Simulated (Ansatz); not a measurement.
# C21O: the cost of one run

Program: Ansatz 0.2.0. Level of theory: DFT PBE, scalar-relativistic, plane waves, PAW. These are calculated values, not measurements.

10 further runs of the same task are left out: 10 set aside as unsound or not needed. Runs told in other sessions of the task aren't counted.

**1. The starting structure**

Symmetry: P1, No. 1, triclinic system. The conventional cell has a = 8.544 Å, b = 8.872 Å, c = 22.779 Å, α = 90.00°, β = 90.00°, γ = 103.93°. C (site symmetry 1) has 2 C at 1.42 Å in its first shell of neighbours. C (site symmetry 1) has 3 C at 1.42 to 1.43 Å in its first shell of neighbours. Only part of the 22 independent sites is listed.

As a file:

```cif
data_structure
_symmetry_space_group_name_H-M 'P 1'
_symmetry_Int_Tables_number 1
_cell_length_a 8.5437
_cell_length_b 8.8720
_cell_length_c 22.7788
_cell_angle_alpha 90.000
_cell_angle_beta 90.000
_cell_angle_gamma 103.931
_cell_volume 1675.84
loop_
_atom_site_label
_atom_site_type_symbol
_atom_site_fract_x
_atom_site_fract_y
_atom_site_fract_z
_atom_site_occupancy
C1 C 0.07821 0.97949 0.17560 1
C2 C 0.57821 0.97949 0.17560 1
C3 C 0.41154 0.97949 0.17560 1
C4 C 0.91154 0.97949 0.17560 1
C5 C 0.32308 0.95898 0.22918 1
C6 C 0.82308 0.95898 0.22918 1
C7 C 0.15641 0.95898 0.22918 1
C8 C 0.65641 0.95898 0.22918 1
C9 C 0.06690 0.93838 0.28268 1
C10 C 0.56690 0.93838 0.28268 1
C11 C 0.40229 0.93838 0.28268 1
C12 C 0.90229 0.93838 0.28268 1
C13 C 0.31111 0.91767 0.33642 1
C14 C 0.81111 0.91767 0.33642 1
C15 C 0.14772 0.91767 0.33642 1
C16 C 0.64772 0.91767 0.33642 1
C17 C 0.04737 0.89880 0.38539 1
C18 C 0.54737 0.89880 0.38539 1
C19 C 0.40203 0.89880 0.38539 1
C20 C 0.90203 0.89880 0.38539 1
C21 C 0.41383 0.89880 0.44861 1
O1 O 0.53556 0.89880 0.44861 1
```

This is the geometry of the first run shown, built on a cell relaxed beforehand with the same method.

**2. Plan of the line**

Atoms count from 1 in the order of the input.

CO lies flat over one site of a rigid substrate while its bond length and height are varied.

First coordinate, distance C21-O22: 8 values from 1.040 to 3.040 Å. Second coordinate, height of the CO axis above the plane of C17: 8 values from 0.80 to 3.60 Å.

Nothing else is relaxed. Points are written as (first, second).

**3. Grid point (1.040 Å, 1.44 Å)**

A dipole layer in the vacuum cancels the field that periodic copies would set up if the slab's two faces differ.

File input.yaml:

```yaml
crystal:
  lattice:
    - [8.543671541, 0.0, 0.0]
    - [-2.1359178852, 8.6110540228, 0.0]
    - [0.0, 0.0, 22.7788021125]
  atoms:
    - { symbol: C, position: [0.0782061927, 0.9794914374, 0.1756018591] }
    - { symbol: C, position: [0.5782061927, 0.9794914374, 0.1756018591] }
    - { symbol: C, position: [0.411539526, 0.9794914374, 0.1756018591] }
    - { symbol: C, position: [0.911539526, 0.9794914374, 0.1756018591] }
    - { symbol: C, position: [0.323079052, 0.9589828748, 0.2291807063] }
    - { symbol: C, position: [0.823079052, 0.9589828748, 0.2291807063] }
    - { symbol: C, position: [0.1564123854, 0.9589828748, 0.2291807063] }
    - { symbol: C, position: [0.6564123854, 0.9589828748, 0.2291807063] }
    - { symbol: C, position: [0.066902148, 0.9383829197, 0.2826780619] }
    - { symbol: C, position: [0.566902148, 0.9383829197, 0.2826780619] }
    - { symbol: C, position: [0.4022889822, 0.9383827205, 0.2826780667] }
    - { symbol: C, position: [0.9022889822, 0.9383827205, 0.2826780667] }
    - { symbol: C, position: [0.3111131012, 0.9176688902, 0.3364248527] }
    - { symbol: C, position: [0.8111131012, 0.9176688902, 0.3364248527] }
    - { symbol: C, position: [0.1477210487, 0.9176689025, 0.3364247701] }
    - { symbol: C, position: [0.6477210487, 0.9176689025, 0.3364247701] }
    - { symbol: C, position: [0.047369728, 0.89879586, 0.3853930037] }
    - { symbol: C, position: [0.547369728, 0.89879586, 0.3853930037] }
    - { symbol: C, position: [0.4020261943, 0.8987951271, 0.385393493] }
    - { symbol: C, position: [0.9020261943, 0.8987951271, 0.385393493] }
    - { symbol: C, position: [0.4138341981, 0.8987954936, 0.448609673] }
    - { symbol: O, position: [0.5355617241, 0.8987954936, 0.448609673] }
basis:
  ecutwfc: 420
kpoints:
  mp_grid: { grid: [4, 3, 1] }
hamiltonian:
  xc: pbe
  pseudopotentials: { kind: paw, azcp: { folder: soft_1 } }
scf:
  occupations: { method: gaussian, width: 0.1 }
output:
  forces: true
  eigenvalues: true
efield:
  axis: 3
  dipole_correction: true
  ramp_width: 0.04
```

Started as:

```
$ ansatz run input.yaml --threads 2 --pin off --max-ram 6144MiB --backend cpu --events-out ev --progress --plain --runs-dir out
```

**Question.** How long does this run take on 2 threads of Arm Neoverse V2, shared host, and how much memory does it need?

About 45 s, with a peak of 1.8 GiB.
